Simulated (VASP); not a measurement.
# Tm (Im-3m) in VASP: notebook

One crystal, Tm, is run at these levels: PBE; tasks: single point.

All numbers are computed with VASP 6.6.1; they aren't measurements. Logs are shortened: lines on timing, memory, paths and dates and some standing lists are left out, and cuts for length are marked.

## 1. The crystal as given

Symmetry: Im-3m, No. 229, cubic system. Conventional cell: a = 3.941 Å, b = 3.941 Å, c = 3.941 Å, α = 90.00°, β = 90.00°, γ = 90.00°. Around Tm (site symmetry m-3m) lie 8 Tm at 3.41 Å.

This isn't the form of Tm at room conditions, which is hcp.

## 2. Single point, PBE, collinear spin, ferromagnetic start

File INCAR:

```
ADDGRID  = F            
ALGO     = Normal         # electronic algorithm
EDIFF    = 1E-4           # SCF threshold, eV
ENCUT    = 400            # plane-wave cutoff, eV
GGA      = PE             # functional
ISIF     = 2              # what is computed and relaxed
ISMEAR   = -1             # smearing method
ISPIN    = 2              # spin polarisation
LASPH    = T              # aspherical terms in the spheres
LCHARG   = F              # write CHGCAR
LMAXMIX  = 6              # l up to which the mixer works
LORBIT   = 11             # projections on sites
LREAL    = F              # projectors in reciprocal space
LWAVE    = F              # write WAVECAR
MAGMOM   = 2              # initial moments
NELM     = 100            # most SCF steps
PREC     = Accurate       # precision mode
SIGMA    = 0.1            # smearing width, eV
```

File KPOINTS:

```
k-points
0
Gamma
  6 6 6
```

File POSCAR:

```
Tm
1.0
   -1.8621100000      1.9916120000      1.9516370000
    1.9655340000     -2.0016460000      2.0650950000
    1.8577320000      1.9972680000     -1.9616710000
Tm
1
Direct
   -0.0415270000     -0.0161680000     -0.0347540000
```

Potentials or basis: VASP PAW PBE potentials, release 64 (Tm).

Started as:

```console
cat potpaw_PBE.64/Tm/POTCAR > POTCAR
mpirun -np 1 vasp_std > vasp.out
```

OUTCAR:

```text
EDIFF = 1E-4
   ENCUT = 400
   GGA = PE
   ISIF = 2
   ISMEAR = -1
   ISPIN = 2
   LASPH = T
   LORBIT = 11
   LREAL = F
   NELM = 100
   PREC = Accurate

 Found    112 irreducible k-points:

 Following reciprocal coordinates:
            Coordinates               Weight
  0.000000  0.000000  0.000000      1.000000
  0.166667  0.000000 -0.000000      2.000000
  0.333333  0.000000 -0.000000      2.000000
  0.500000  0.000000 -0.000000      1.000000
 -0.000000  0.166667  0.000000      2.000000
  0.166667  0.166667 -0.000000      2.000000
   k-points           NKPTS =    112   k-points in BZ     NKDIM =    112   number of bands    NBANDS=     16
   number of dos      NEDOS =    301   number of ions     NIONS =      1
   total plane-waves  NPLWV =  13824
   dimension x,y,z NGX =    24 NGY =   24 NGZ =   24
   dimension x,y,z NGXF=    48 NGYF=   48 NGZF=   48
   ions per type =               1
   NGX,Y,Z   is equivalent  to a cutoff of  11.90, 11.45, 11.88 a.u.
   NGXF,Y,Z  is equivalent  to a cutoff of  23.80, 22.91, 23.75 a.u.
 SYSTEM =  unknown system
   PREC   = accura    normal or accurate (medium, high low for compatibility)
   ISTART =      0    job   : 0-new  1-cont  2-samecut
   ICHARG =      2    charge: 1-file 2-atom 10-const
   ISPIN  =      2    spin polarized calculation?
   LNONCOLLINEAR =      F non collinear calculations
   LSORBIT =      F    spin-orbit coupling
   LASPH  =      T    aspherical Exc in radial PAW
   ENCUT  =  400.0 eV  29.40 Ry    5.42 a.u.   5.47  5.68  5.48*2*pi/ulx,y,z
   NELM   =    100;   NELMIN=  2; NELMDL= -5     # of ELM steps
   EDIFF  = 0.1E-03   stopping-criterion for ELM
   LREAL  =      F    real-space projection
   EDIFFG = 0.1E-02   stopping-criterion for IOM
   NSW    =      0    number of steps for IOM
   IBRION =     -1    ionic relax: 0-MD 1-quasi-New 2-CG
   NFREE  =      0    steps in history (QN), initial steepest desc. (CG)
   ISIF   =      2    stress and relaxation
   ISYM   =      2    0-nonsym 1-usesym 2-fastsym
   POTIM  = 0.5000    time-step for ionic-motion
   TEBEG  =    0.0;   TEEND  =   0.0 temperature during run
   PSTRESS=    0.0 pullay stress
   NELECT =      23.0000    total number of electrons
   NUPDOWN=      -1.0000    fix difference up-down
   EMIN   =  10.00;   EMAX   =-10.00  energy-range for DOS
   EFERMI =   0.00;   METHOD = LEGACY
   ISMEAR =    -1;   SIGMA  =   0.10  broadening in eV -4-tet -1-fermi 0-gaus
   EFERMI_NEDOS =   21; number of points for ismear=-14 and -15
   IALGO  =     38    algorithm
   IMIX   =      4    mixing-type and parameters
     AMIX     =   0.40;   BMIX     =  1.00
     AMIX_MAG =   1.60;   BMIX_MAG =  1.00
  volume/ion in A,a.u.               =      30.61       206.55
  Fermi-wavevector in a.u.,A,eV,Ry     =   1.488367  2.812605 30.140106  2.215235
  Thomas-Fermi vector in A             =   2.601410
   LORBIT       =     11    0 simple, 1 ext, 2 COOP (PROOUT), +10 PAW based schemes
   GGA     = PE    functional components
   LHFCALC =     F    Hartree Fock is set to
   AEXX    =    0.0000 exact exchange contribution
   IVDW    =     0    specifies the selected vdW correction
   LEPSILON=     F    determine dielectric tensor
   LRPA    =     F    only Hartree local field effects (RPA)
 spin polarized calculation
  energy-cutoff  :      400.00
  volume of cell :       30.61
 maximum number of plane-waves:       569
 NGX is ok and might be reduce to    24

 number of electron      23.0000005 magnetization       1.1460504

 Free energy of the ion-electron system (eV)
  ---------------------------------------------------
  ext. energy  EPLUGINS =         0.00000000
  ---------------------------------------------------
  free energy    TOTEN  =        -4.10444698 eV

  energy without entropy =       -3.88306906  energy(sigma->0) =       -3.99375802

 E-fermi :   2.2723     XC(G=0): -10.1979

 val. band max:        2.2720593132   @ k =  -0.1667   0.5000   0.1667
 cond. band min:       2.2731246041   @ k =   0.3333  -0.3333   0.3333
 fundamental gap:      0.0010652909
 Fermi energy:         2.2722574060

 spin component 1

 k-point     1 :       0.0000    0.0000    0.0000
  band No.  band energies     occupation
      1     -48.2086      1.00000
      2     -21.1713      1.00000
      3     -21.1402      1.00000
      4     -21.1075      1.00000
      5      -3.0324      1.00000
      6       0.6433      1.00000
[... 8 lines left out ...]
     15       5.4785      0.00000
     16       7.0979      0.00000

 k-point     2 :       0.1667    0.0000   -0.0000
  band No.  band energies     occupation
      1     -48.1975      1.00000
      2     -21.3041      1.00000
      3     -21.1933      1.00000
      4     -21.1305      1.00000
      5      -2.2681      1.00000
      6       0.6627      1.00000
[... 8 lines left out ...]
     15       6.0826      0.00000
     16       6.5803      0.00000

 k-point     3 :       0.3333    0.0000   -0.0000
  band No.  band energies     occupation
      1     -48.1753      1.00000
      2     -21.6181      1.00000
      3     -21.2789      1.00000
      4     -21.1302      1.00000
      5      -0.5332      1.00000
      6       0.7073      1.00000
[... 8 lines left out ...]
     15       6.8759      0.00000
     16       7.7002      0.00000

 k-point     4 :       0.5000    0.0000   -0.0000
  band No.  band energies     occupation
      1     -48.1642      1.00000
      2     -21.7684      1.00000
      3     -21.3222      1.00000
      4     -21.1278      1.00000
      5       0.3816      1.00000
      6       0.7285      1.00000
[... 8 lines left out ...]
     15       6.8403      0.00000
     16       7.9946      0.00000

 k-point     5 :      -0.0000    0.1667    0.0000
  band No.  band energies     occupation
      1     -48.1994      1.00000
      2     -21.3153      1.00000
      3     -21.1811      1.00000
      4     -21.1128      1.00000
      5      -2.2823      1.00000
      6       0.6533      1.00000
[... 8 lines left out ...]
     15       6.1789      0.00000
     16       7.2490      0.00000

 k-point     6 :       0.1667    0.1667   -0.0000
  band No.  band energies     occupation
      1     -48.1839      1.00000
      2     -21.4906      1.00000
      3     -21.2602      1.00000
      4     -21.1504      1.00000
      5      -0.9960      1.00000
      6       0.6883      1.00000
[... 8 lines left out ...]
     15       6.8106      0.00000
     16       7.6872      0.00000

 [... further k-points ...]

 spin component 2

 k-point     1 :       0.0000    0.0000    0.0000
  band No.  band energies     occupation
      1     -47.6725      1.00000
      2     -20.8002      1.00000
      3     -20.7729      1.00000
      4     -20.7425      1.00000
      5      -3.1393      1.00000
      6       1.8095      0.99032
[... 8 lines left out ...]
     15       5.5360      0.00000
     16       7.0922      0.00000

 k-point     2 :       0.1667    0.0000   -0.0000
  band No.  band energies     occupation
      1     -47.6609      1.00000
      2     -20.9446      1.00000
      3     -20.8264      1.00000
      4     -20.7640      1.00000
      5      -2.3680      1.00000
      6       1.7635      0.99387
[... 8 lines left out ...]
     15       6.1588      0.00000
     16       6.5884      0.00000

 k-point     3 :       0.3333    0.0000   -0.0000
  band No.  band energies     occupation
      1     -47.6375      1.00000
      2     -21.2744      1.00000
      3     -20.9161      1.00000
      4     -20.7626      1.00000
      5      -0.6207      1.00000
      6       1.6956      0.99688
[... 8 lines left out ...]
     15       6.9100      0.00000
     16       7.7480      0.00000

 k-point     4 :       0.5000    0.0000   -0.0000
  band No.  band energies     occupation
      1     -47.6258      1.00000
      2     -21.4316      1.00000
      3     -20.9613      1.00000
      4     -20.7601      1.00000
      5       0.3023      1.00000
      6       1.6705      0.99757
[... 8 lines left out ...]
     15       6.8686      0.00000
     16       8.0618      0.00000

 k-point     5 :      -0.0000    0.1667    0.0000
  band No.  band energies     occupation
      1     -47.6628      1.00000
      2     -20.9524      1.00000
      3     -20.8155      1.00000
      4     -20.7481      1.00000
      5      -2.3814      1.00000
      6       1.7617      0.99398
[... 8 lines left out ...]
     15       6.2467      0.00000
     16       7.2686      0.00000

 k-point     6 :       0.1667    0.1667   -0.0000
  band No.  band energies     occupation
      1     -47.6465      1.00000
      2     -21.1378      1.00000
      3     -20.8987      1.00000
      4     -20.7859      1.00000
      5      -1.0846      1.00000
      6       1.7135      0.99627
[... 8 lines left out ...]
     15       6.8424      0.00000
     16       7.7759      0.00000

 [... further k-points ...]

------------------------ aborting loop because EDIFF is reached ----------------------------------------

  FORCE on cell =-STRESS in cart. coord.  units (eV):
  Direction    XX          YY          ZZ          XY          YZ          ZX
  --------------------------------------------------------------------------------------
  -------------------------------------------------------------------------------------
  Total       -0.1586524     -0.3113560     -0.2691747      0.0018867      0.0353376     -0.7696867
  in kB       -8.3049062    -16.2984132    -14.0903653      0.0987622      1.8498029    -40.2904425
  external PRESSURE =     -12.8978949 kB  Pullay stress =       0.0000000 kB

 VOLUME and BASIS-vectors are now :
 -----------------------------------------------------------------------------
  energy-cutoff  :      400.00
  volume of cell :       30.61
      direct lattice vectors                 reciprocal lattice vectors
    -1.862110000  1.991612000  1.951637000    -0.006468339  0.251318090  0.249752960
     1.965534000 -2.001646000  2.065095000     0.255000420  0.000889619  0.242395002
     1.857732000  1.997268000 -1.961671000     0.262009400  0.250969113 -0.006119362

 POSITION                                       TOTAL-FORCE (eV/Angst)
 -----------------------------------------------------------------------------------
      1.94214      1.86748      2.00880        -0.000000      0.000000      0.000000
 -----------------------------------------------------------------------------------
    total drift:                                0.000029      0.000032     -0.000001

  FREE ENERGIE OF THE ION-ELECTRON SYSTEM (eV)
  ---------------------------------------------------
  free  energy   TOTEN  =        -4.1044469787 eV

  energy  without entropy=       -3.8830690557  energy(sigma->0) =       -3.99375802

 total charge

# of ion       s       p       d       f       tot
--------------------------------------------------
    1        2.217   5.940   0.398  12.515  21.069

 magnetization (x)

# of ion       s       p       d       f       tot
--------------------------------------------------
    1        0.004  -0.030  -0.031   1.274   1.217
```

Wall time 80 s (1 thread of Intel Xeon Platinum 8259CL at 2.50GHz (Skylake/Cascade Lake), shared host); peak memory 0.2 GiB.

These settings aren't checked as converged: the numbers below hold their error.

What came out:

```yaml
Free_energy: -4.1044 eV
Pressure: -1.3 GPa
Band_gap_on_the_k_mesh: none (metal or under the smearing width)
Net_moment: 1.15 μB per cell
Site_moments: Tm +1.22 μB
Valence_electrons_inside_the_program's_atomic_spheres: Tm 21.07
```

Caveat: the k mesh is coarse (spacing up to 0.38 Å⁻¹), so the values aren't converged; the cutoff is under 1.25 times the usual one of these potentials, so pressure, stress and relaxed cells hold a basis-set (Pulay) error; the magnetic or orbital state may not be the lowest; spin-orbit coupling is left out, which moves the levels of the heavy elements.

## 3. Single point, PBE, collinear spin, ferromagnetic start

This run uses another cell than the first one, of the same volume but with other edges.

Changes to INCAR since step 2:

```diff
@@ -2,3 +2,3 @@
 ALGO     = Normal         # electronic algorithm
-EDIFF    = 1E-4           # SCF threshold, eV
+EDIFF    = 1E-5           # SCF threshold, eV
 ENCUT    = 400            # plane-wave cutoff, eV
```

KPOINTS is that of step 2.

File POSCAR:

```
Tm
1.0
   -1.9705499473      1.9705499473      1.9705499473
    1.9705499473     -1.9705499473      1.9705499473
    1.9705499473      1.9705499473     -1.9705499473
Tm
1
Direct
    0.0000000000      0.0000000000      0.0000000000
```

Potentials or basis: VASP PAW PBE potentials, release 64 (Tm).

Started as:

```console
cat potpaw_PBE.64/Tm/POTCAR > POTCAR
mpirun -np 1 vasp_std > vasp.out
```

Wall time 31 s (1 thread of Intel Xeon Platinum 8259CL at 2.50GHz (Skylake/Cascade Lake), shared host); peak memory 0.16 GiB.

The run converged, but some of its settings lie outside the range that counts as converged, so its numbers aren't taken as properties of the crystal.

What came out:

| Property | Result |
| --- | --- |
| Free energy | -4.1161 eV |
| Pressure | 2.1 GPa |
| Band gap on the k mesh | none (metal or under the smearing width) |
| Net moment | 1.15 μB per cell |
| Site moments | Tm +1.22 μB |
| Valence electrons inside the program's atomic spheres | Tm 21.07 |

Caveat: the k mesh is coarse (spacing up to 0.38 Å⁻¹), so the values aren't converged; the cutoff is under 1.25 times the usual one of these potentials, so pressure, stress and relaxed cells hold a basis-set (Pulay) error; the magnetic or orbital state may not be the lowest; spin-orbit coupling is left out, which moves the levels of the heavy elements.

## 4. Single point, PBE, collinear spin, ferromagnetic start

INCAR is that of step 3.

KPOINTS is that of step 3.

File POSCAR:

```
Tm
1.0
   -1.8621100000      1.9916120000      1.9516370000
    1.9655340000     -2.0016460000      2.0650950000
    1.8577320000      1.9972680000     -1.9616710000
Tm
1
Direct
   -0.0415270000     -0.0161680000     -0.0347540000
```

Started as:

```console
cat potpaw_PBE.64/Tm/POTCAR > POTCAR
mpirun -np 1 vasp_std > vasp.out
```

Wall time 2.1 min (1 thread of Intel Xeon Platinum 8259CL at 2.50GHz (Skylake/Cascade Lake), shared host); peak memory 0.21 GiB.

These settings aren't checked as converged: the numbers below hold their error.

Results:

```
Free energy                                           : -4.1043 eV
Pressure                                              : 1.1 GPa
Band gap on the k mesh                                : none (metal or under the smearing width)
Net moment                                            : 1.15 μB per cell
Site moments                                          : Tm +1.22 μB
Valence electrons inside the program's atomic spheres : Tm 21.07
```

Caveat: the k mesh is coarse (spacing up to 0.38 Å⁻¹), so the values aren't converged; the cutoff is under 1.25 times the usual one of these potentials, so pressure, stress and relaxed cells hold a basis-set (Pulay) error; the magnetic or orbital state may not be the lowest; spin-orbit coupling is left out, which moves the levels of the heavy elements.

(Part 1 of 2 ends here.)
